**Cubic-symmetry expansion of the strain energy of diamond silicon**

The table holds free energy changes per atom of two-atom diamond Si under two axial strains, a (+x, −y) and b (+z, −x/2, −y/2), from plane-wave PBE on an 8×8×8 mesh with Gaussian smearing. The program fits E = A Q + B P + C Q², with Q the sum of squared axial strains and P their product, to the 45 independent points and compares it with a harmonic bowl and with harmonic angle springs. The three-term form leaves 0.55 meV rms against 12 meV for the harmonic bowl, with C₁₁ − C₁₂ near 96 GPa and B/A of 7.5, well above the 3 or 1.5 of the springs. The best b grows as the square of a, reaching 0.030 at |a| = 0.11, and constants taken from the a = 0 column alone reproduce the map to 1.4 meV rms. The largest misfits of the three-term fit to all points, up to 1.7 meV, lie at |a| = 0.11, and the gap closes on part of the map.

Calculated values. Diamond-structure silicon (2-atom cell) in Ansatz 0.2.0: PBE, scalar-relativistic PAW, 420 eV plane-wave cutoff, 8×8×8 k mesh, Gaussian smearing of 0.05 eV, no spin polarisation. The first strain is +e along x and −e along y; the second is +e along z and −e/2 along x and y. Free energies are relative to the relaxed crystal, and symmetry fixes the fractional coordinates.

## Numerical check

```python
# Table: free energy change (meV/atom) of diamond Si under two axial strains a (columns), b (rows);
# Ansatz 0.2.0, PBE, plane waves 420 eV, 8x8x8 mesh, gaussian smearing 0.05 eV.
# Tested: cubic-symmetry expansion E = A Q + B P + C Q^2, against a harmonic bowl and angle springs.
T = {
    'second_strain': [-0.07, -0.0525, -0.035, -0.0175, 0.0, 0.0175, 0.035, 0.0525, 0.07],
    'E_0': [213.6, 189.3, 167.5, 150.0, 137.6, 130.6, 129.2, 133.9, 144.4],  # meV an atom
    'E_1': [140.5, 119.5, 102.0, 88.8, 80.8, 78.2, 81.0, 89.3, 103.6],  # meV an atom
    'E_3': [51.7, 34.3, 21.2, 12.6, 9.3, 11.6, 19.7, 34.0, 54.7],  # meV an atom
    'E_4': [40.4, 23.4, 10.8, 2.8, 0.0, 2.9, 11.7, 26.9, 48.5],  # meV an atom
    'E_6': [85.4, 66.8, 52.2, 41.8, 36.6, 37.0, 43.2, 55.5, 73.9],  # meV an atom
    'E_7': [140.5, 119.5, 102.0, 88.8, 80.8, 78.2, 81.0, 89.3, 103.6],  # meV an atom
    'E_8': [213.6, 189.3, 167.5, 150.0, 137.6, 130.6, 129.2, 133.9, 144.4],  # meV an atom
}
import numpy as np
from scipy.constants import e as qe
b = np.array(T['second_strain']); V = 20.46  # volume per atom (A^3) of the given cell
cols = {'E_4': 0.0, 'E_3': 0.0275, 'E_6': 0.055, 'E_1': 0.0825, 'E_0': 0.11}  # |a|, mirror copies unused
E = {a: np.array(T[k]) for k, a in cols.items()}
ax = lambda a, x: np.array([a - x/2, -a - x/2, x + 0*a])
Q = lambda a, x: (ax(a, x)**2).sum(0)
P = lambda a, x: ax(a, x).prod(0)
at = lambda a, x: E[a][np.argmin(abs(b - x))]
gpa = lambda A: 2*A*1e-3*qe/(V*1e-30)/1e9
rms = lambda r: np.sqrt(np.mean(r**2))
aa = np.repeat(list(E), len(b)); bb = np.tile(b, len(E)); y = np.concatenate(list(E.values()))
q, p = Q(aa, bb), P(aa, bb)
def fit(name, X, m=None):
    X = np.array(X).T; m = np.ones(len(y), bool) if m is None else m
    c = np.linalg.lstsq(X[m], y[m], rcond=None)[0]; r = X @ c - y; i = np.argmax(abs(r))
    print(f"{name}: rms {rms(r):.2f}, worst {r[i]:+.2f} meV at |a|={aa[i]}, b={bb[i]}")
    return c, r
print("Q = sum e^2, P = ex*ey*ez; 45 independent points; rounding 0.05 meV at most, rms 0.03")
Aa = at(0.0275, 0)/Q(0.0275, 0.0); Ab = (at(0, .035) + at(0, -.035))/2/Q(0.0, .035)
print(f"A along a (0.0275) {Aa:.0f}, along b (+-0.035) {Ab:.0f} meV; C11-C12 {gpa(Aa):.1f}, {gpa(Ab):.1f} GPa")
c1, r1 = fit("harmonic A Q", [q])
s2 = (1 + ax(aa, bb))**2; cs = 2*s2/s2.sum(0) - 1  # cosines of the three kinds of bond angle
fit("spring in cos(angle), B/A=3", [((cs + 1/3)**2).sum(0)])
fit("spring in angle, B/A=1.5", [((np.arccos(cs) - np.arccos(-1/3))**2).sum(0)])
fit("A Q + B P", [q, p])
c, r3 = fit("A Q + B P + C Q^2", [q, p, q*q]); A, B, C = c
print(f"  A {A:.0f}, B {B:.0f}, C {C:.0f} meV; B/A {B/A:.2f}; C11-C12 {gpa(A):.1f} GPa")
print(f"  B in Lagrangian strain (B-3A) {B-3*A:.0f}, in logarithmic strain (B+3A) {B+3*A:.0f} meV")
c0, r0 = fit("same form, fitted to a=0 only", [q, p, q*q], aa == 0)
print(f"  A {c0[0]:.0f}, B {c0[1]:.0f}, C {c0[2]:.0f} meV; B/A {c0[1]/c0[0]:.2f}")
c6, r6 = fit("with QP, Q^3, P^2 added", [q, p, q*q, q*p, q**3, p*p])
print(f"  A {c6[0]:.0f}, B {c6[1]:.0f} meV")
print("three-term model less table (meV) for |a| = 0 .0275 .055 .0825 .11 | E(.11)-E(0) table, model")
mod = lambda a, x, k=c: k[0]*Q(a, x) + k[1]*P(a, x) + k[2]*Q(a, x)**2
R = r3.reshape(len(E), -1)
for i, x in enumerate(b):
    print(f"b={x:+.4f}: " + " ".join(f"{v:+.2f}" for v in R[:, i]) +
          f" | {E[0.11][i]-E[0.0][i]:.1f}, {mod(0.11, x)-mod(0.0, x):.1f}")
g = np.linspace(-0.07, 0.07, 14001); bs = []
grad = {0.0275: -0.06352, 0.055: -0.28199, 0.0825: -0.61386, 0.11: -1.11866}  # same runs: dE/db at b=0, eV/cell
print("|a|: best b table (quartic fit), model, a=0 fit, B a^2/3A | E(+.07)-E(-.07) | B from odd part, from gradient")
for a in grad:
    t = g[np.argmin(np.polyval(np.polyfit(b, E[a], 4), g))]; bs.append(t); d = at(a, .07) - at(a, -.07)
    print(f"{a}: {t:.4f}, {g[np.argmin(mod(a, g))]:.4f}, {g[np.argmin(mod(a, g, c0))]:.4f}, {B*a*a/3/A:.4f}"
          f" | {d:+.1f} | {d/2/P(a, .07):.0f}, {-500*grad[a]/a**2:.0f}")
n = np.polyfit(np.log(list(grad)), np.log(bs), 1)[0]
print(f"exponent of best b against |a|: {n:.2f}; P changes sign at |a| = |b|/2")
for x in (.035, .0525, .07):
    d = at(0, x) - at(0, -x)
    print(f"a=0, b=+-{x}: difference {d:+.1f} meV, B {d/2/P(0.0, x):.0f} +- {0.05/P(0.0, x):.0f} from rounding")
for s in (1, -1):
    f = Q(.055, .035)/Q(0.0, .07); ex = np.round(ax(.055, -s*.035), 4).tolist()
    print(f"strains {ex}: {at(.055, -s*.035):.1f}; a=0, b={s*.07:+.2f} times Q ratio {f:.3f}: {f*at(0, s*.07):.1f} meV")
for a in (.055, .0825, .11):
    h = Aa*Q(a, 0.0); print(f"b=0, |a|={a}: {at(a, 0):.1f} against harmonic {h:.1f} meV, {100*(at(a, 0)/h-1):+.1f}%")
for a, x in ((0.0, .07), (0.0, -.07), (.11, 0.0), (.11, -.07), (.11, .07)):
    s = 1 + ax(a, x); dv = s.prod() - 1; th = np.degrees(np.arccos(2*s**2/(s**2).sum() - 1))
    ev = 0.5*90e9*V*1e-30*dv**2/qe*1e3  # bulk modulus 90 GPa: rough recalled value
    print(f"a={a}, b={x}: bond {100*(np.sqrt((s**2).sum()/3)-1):+.2f}%, volume {100*dv:+.2f}% (near {ev:.1f} meV),"
          f" angles {th[0]:.1f} {th[1]:.1f} {th[2]:.1f} deg")
assert T['E_0'] == T['E_8'] and T['E_1'] == T['E_7']
assert abs(Aa/Ab - 1) < 0.02 and B/A > 3
assert 1.6 < n < 2.4 and rms(r3) < rms(r1)/5
```

Output:

```
Q = sum e^2, P = ex*ey*ez; 45 independent points; rounding 0.05 meV at most, rms 0.03
A along a (0.0275) 6149, along b (+-0.035) 6122 meV; C11-C12 96.3, 95.9 GPa
harmonic A Q: rms 12.15, worst +37.73 meV at |a|=0.11, b=0.07
spring in cos(angle), B/A=3: rms 7.65, worst +24.43 meV at |a|=0.11, b=0.07
spring in angle, B/A=1.5: rms 9.91, worst +31.29 meV at |a|=0.11, b=0.07
A Q + B P: rms 1.85, worst +3.62 meV at |a|=0.11, b=-0.07
A Q + B P + C Q^2: rms 0.55, worst +1.71 meV at |a|=0.11, b=0.0
  A 6148, B 46095, C -16178 meV; B/A 7.50; C11-C12 96.3 GPa
  B in Lagrangian strain (B-3A) 27651, in logarithmic strain (B+3A) 64538 meV
same form, fitted to a=0 only: rms 1.39, worst +3.74 meV at |a|=0.11, b=-0.0175
  A 6139, B 47330, C -12505 meV; B/A 7.71
with QP, Q^3, P^2 added: rms 0.15, worst +0.45 meV at |a|=0.0825, b=0.07
  A 6165, B 48014 meV
three-term model less table (meV) for |a| = 0 .0275 .055 .0825 .11 | E(.11)-E(0) table, model
b=-0.0700: -0.04 +0.00 -0.11 -0.72 -0.65 | 173.2, 172.6
b=-0.0525: +0.07 +0.06 -0.21 -0.69 -0.48 | 165.9, 165.3
b=-0.0350: -0.05 -0.06 -0.33 -0.39 +0.64 | 156.7, 157.4
b=-0.0175: -0.04 +0.01 -0.09 -0.06 +1.46 | 147.2, 148.7
b=+0.0000: +0.00 -0.04 +0.00 -0.11 +1.71 | 137.6, 139.3
b=+0.0175: -0.02 -0.09 -0.04 -0.32 +1.47 | 127.7, 129.2
b=+0.0350: +0.04 -0.01 -0.10 -0.36 +0.88 | 117.5, 118.3
b=+0.0525: -0.09 +0.04 -0.22 -0.09 -0.30 | 107.0, 106.8
b=+0.0700: -0.23 +0.03 -0.23 +0.16 -1.63 | 95.9, 94.5
|a|: best b table (quartic fit), model, a=0 fit, B a^2/3A | E(+.07)-E(-.07) | B from odd part, from gradient
0.0275: 0.0019, 0.0019, 0.0019, 0.0019 | +3.0 | 45714, 41997
0.055: 0.0077, 0.0077, 0.0078, 0.0076 | -11.5 | 45635, 46610
0.0825: 0.0174, 0.0177, 0.0179, 0.0170 | -36.9 | 47224, 45095
0.11: 0.0299, 0.0327, 0.0325, 0.0302 | -69.2 | 45452, 46226
exponent of best b against |a|: 2.00; P changes sign at |a| = |b|/2
a=0, b=+-0.035: difference +0.9 meV, B 41983 +- 4665 from rounding
a=0, b=+-0.0525: difference +3.5 meV, B 48375 +- 1382 from rounding
a=0, b=+-0.07: difference +8.1 meV, B 47230 +- 583 from rounding
strains [0.0725, -0.0375, -0.035]: 52.2; a=0, b=+0.07 times Q ratio 1.073: 52.0 meV
strains [0.0375, -0.0725, 0.035]: 43.2; a=0, b=-0.07 times Q ratio 1.073: 43.4 meV
b=0, |a|=0.055: 36.6 against harmonic 37.2 meV, -1.6%
b=0, |a|=0.0825: 80.8 against harmonic 83.7 meV, -3.5%
b=0, |a|=0.11: 137.6 against harmonic 148.8 meV, -7.5%
a=0.0, b=0.07: bond +0.12%, volume -0.36% (near 0.1 meV), angles 112.4 112.4 103.8 deg
a=0.0, b=-0.07: bond +0.12%, volume -0.38% (near 0.1 meV), angles 106.7 106.7 115.1 deg
a=0.11, b=0.0: bond +0.40%, volume -1.21% (near 0.8 meV), angles 100.7 118.4 109.8 deg
a=0.11, b=-0.07: bond +0.52%, volume -1.50% (near 1.3 meV), angles 97.8 115.8 115.4 deg
a=0.11, b=0.07: bond +0.52%, volume -1.65% (near 1.6 meV), angles 103.7 121.2 104.2 deg
```
